# Same energy, different pressure

## The scaling argument

The energy needed to squeeze a crystal by a given percentage depends on two things: how hard each atom's share of volume pushes back, and how large that share is. Going from LDA to BLYP, calcium in the diamond structure gains about a third in volume per atom and loses about a quarter in stiffness. Four thirds times three quarters is one. At equal relative change of volume the two energies, averaged over squeezing and stretching, should therefore nearly coincide, and they do.

Ca in the diamond structure, each functional's relaxed cell scaled uniformly from 92.14 (BLYP), 69.93 (LDA) or 78.89 Å³/atom (PBE), with k meshes 7×7×7, 8×8×8 and 11×11×11. Ansatz 0.2.0, scalar-relativistic plane-wave PAW, 420 eV cutoff, no spin polarisation, Fermi-Dirac smearing 0.1 eV. Energies are for zero smearing, pressures (positive in compression) for 0.1 eV.

```tsv
volume scale	energy change, BLYP (meV/atom)	pressure, BLYP (GPa)	energy change, LDA (meV/atom)	pressure, LDA (GPa)	energy change, PBE (meV/atom)	pressure, PBE (GPa)
0.88	18.2	0.51	18.1	0.64	21.4	0.68
0.92	8.1	0.31	8.5	0.42	10.0	0.44
0.96	2.2	0.14	2.5	0.21	3.1	0.23
1	0.0	0.00	0.0	0.02	0.0	0.04
1.04	0.8	-0.12	0.7	-0.15	0.3	-0.12
1.08	4.2	-0.22	4.1	-0.30	3.6	-0.25
1.12	9.7	-0.30	10.1	-0.43	9.4	-0.37
```

BLYP and LDA energies agree within half a meV per atom in every row, while their pressures differ clearly at the ends. PBE departs from the pair in a curious way. It is the highest of the three at every compression and the lowest at every expansion. The scaling argument accounts for most of the near coincidence. The choice of starting volume helps to make it so close, and also accounts for much of the PBE oddity.

## From pressure to energy

Let $V$ be the volume per atom at scale 1, $x$ the relative change of volume, and $B$ the mean stiffness, meaning the drop in pressure per unit of $x$. Near balance the pressure has the size $Bx$. Changing the volume by a further small fraction $dx$ costs the work $V\,Bx\,dx$, and adding up these steps gives

$$\Delta E \approx \tfrac{1}{2}\,B\,V\,x^2 .$$

For BLYP the two end pressures give $B = (0.51+0.30)/0.24 = 3.4$ GPa. With $V = 92.14$ Å³, $x = 0.12$ and 1 eV/Å³ = 160.2 GPa, the energy is

$$\Delta E \approx \frac{0.5 \times 3.375 \times 92.14 \times 0.12^2}{160.2}\ \text{eV} = 14.0\ \text{meV per atom}.$$

The quantity to compare with this is the mean of the energies at 0.88 and 1.12, because averaging cancels any tilt of the curve. For BLYP that mean is 13.95 meV, and the same recipe comes within about one per cent for LDA and PBE. The formula has no adjustable constant, but it takes its stiffness from the pressures in the same two rows. Since pressure and energy are tied by thermodynamics, the agreement confirms the accounting; why $B$ and $V$ change as they do is a separate question.

## Why the larger crystal is softer

Calcium brings two valence electrons per atom to a structure with four neighbours. That is half of what four ordinary electron-pair bonds would need, and the calculation indeed finds overlapping bands, hence a metal, at every volume. The balance is therefore best pictured as that of a metal. Confining the valence electrons raises their kinetic energy and pushes the atoms apart, while attraction to the ions, together with exchange and correlation, pulls them together.

Both the push and the pull weaken as the crystal expands, so the pressure curve flattens. The table shows this for each functional. In BLYP the pressure falls by 0.20 GPa between scales 0.88 and 0.92, but by only 0.08 GPa between 1.08 and 1.12. A given percentage of volume change meets less and less resistance.

Now let a functional pull the atoms together a little less strongly. The pressure curve is raised, and the point where it crosses zero moves to a larger volume, where the curve is flatter. Larger volume and lower stiffness thus have a common origin, and they act on the energy in opposite directions. This is why energy curves can look alike when the crystals behind them do not.

The argument gives the direction of the compensation but not its exactness. PBE shows as much: its atom is about 13 per cent larger than that of LDA ($78.89/69.93 = 1.13$), yet its mean stiffness is hardly lower. Its mean end energy is accordingly about a tenth higher. The functionals were run on different k meshes, so this excess cannot safely be credited to PBE alone. The nearly perfect cancellation between BLYP and LDA is best regarded as a coincidence within a sound general tendency.

## Is it the same curve, shifted?

The question can be put to the pressures by comparing functionals at nearly the same absolute volume. Near 88 Å³ per atom, BLYP at scale 0.96 is under compression with +0.14 GPa, whereas PBE at scale 1.12 is under tension with −0.37 GPa. The atoms have the same room, but one functional wants to expand and the other to contract. Equal scale in the table is a comparison at equal strain, which hides this disagreement.

PBE also pushes outward more than LDA at equal volume, by roughly 0.6 GPa near 70 Å³ and 0.5 GPa near 79 Å³ once the small mismatch in volume is allowed for. The extra pressure has the same sign at both places but fades as the crystal expands. The curves are therefore related by more than a rigid shift. Because the extra pressure fades, the PBE curve falls more steeply than the LDA curve at equal volume. This offsets much of the softening that a shift alone would bring, which is why PBE is hardly softer than LDA despite its larger cell.

The direction is familiar. LDA tends to bind atoms too strongly, and gradient corrections such as those in PBE and BLYP favour the more uneven electron density of a looser crystal. BLYP goes well beyond PBE. Its correlation part does not reproduce the uniform electron gas, a known weakness for metals, and this may contribute to its very large cell. The exact size of PBE's extra pressure over LDA, and how fast it fades, are less certain here. All three functionals use atomic datasets made for PBE, the LDA runs carry a warning about that mismatch, and the k meshes differ.

## Why compression costs more than expansion

The simple formula treats squeezing and stretching alike, and there it fails. For BLYP it gives 14 meV on both sides, whereas the table has 18.2 meV for 12 per cent compression and 9.7 meV for the same expansion. The usual explanation is that a crystal stiffens as it is compressed. That is correct, but it covers only part of the difference.

A second part comes from the starting volume. If some outward pressure remains at scale 1, the crystal can still lower its energy by expanding a little. Every compression then looks dearer and every expansion cheaper. BLYP starts at zero pressure to the digits shown, LDA at 0.02 GPa and PBE at 0.04 GPa.

A third part comes from the electronic smearing. The pressure belongs to the free energy at finite smearing, but the listed energies are extrapolated to zero smearing. The two curves have their minima at slightly different volumes, so even a cell at zero pressure is not quite at the minimum of the listed energy. The electronic entropy lowers the free energy, and does so most in the compressed cells, where the bands overlap more and the smearing reaches more states. Taking this lowering out therefore raises the compressed cells most, which adds to the tilt.

These parts can be sized by taking half the difference between the two end energies, which measures the tilt. In PBE the tilt is 6.0 meV, of which leftover pressure supplies about 2.4 meV and smearing 1.3 meV. The remaining 2.3 meV is mainly true stiffening. In LDA, too, stiffening is less than half of the tilt; in BLYP, which has no leftover pressure to speak of, it is somewhat more than half.

## Why PBE changes sides

The leftover pressure settles the odd position of PBE on expansion. At scale 1.12 it lowers the PBE energy by about 2.4 meV and the LDA energy by about 1.0 meV. Without it, PBE would stand at $9.4 + 2.4 = 11.8$ meV and LDA at $10.1 + 1.0 = 11.1$ meV, with BLYP still at 9.7 meV. PBE would move from lowest to highest. LDA and BLYP would part by more than 1 meV, so their close match in every row owes something to the pressure left in the LDA cell.

On the compressed side the same correction brings PBE down from 21.4 to 19.0 meV, which still leaves it on top. What remains there reflects its larger product of stiffness and volume, the tenth already met above. PBE thus has a slightly steeper energy bowl whose bottom lies a little to the right of scale 1. A parabola through the three middle rows places that bottom between one and two per cent beyond the starting volume.

## Reading such curves

For a neighbouring case, the first step is to multiply the ratio of the two volumes by the ratio of the two stiffnesses. If the product stays near one, the energies averaged over equal compression and expansion will nearly coincide, however different the crystals are. The second step is to look at the pressure at scale 1, since a small value there tilts the whole curve.

Similar energies do not imply similar loads. A 12 per cent compression costs 18 meV per atom in both BLYP and LDA, but it takes 0.51 GPa in one and 0.64 GPa in the other. These figures describe a hypothetical crystal held in the diamond arrangement, whose stability was not tested. Ordinary calcium is close-packed, so they should not be used as its material data.
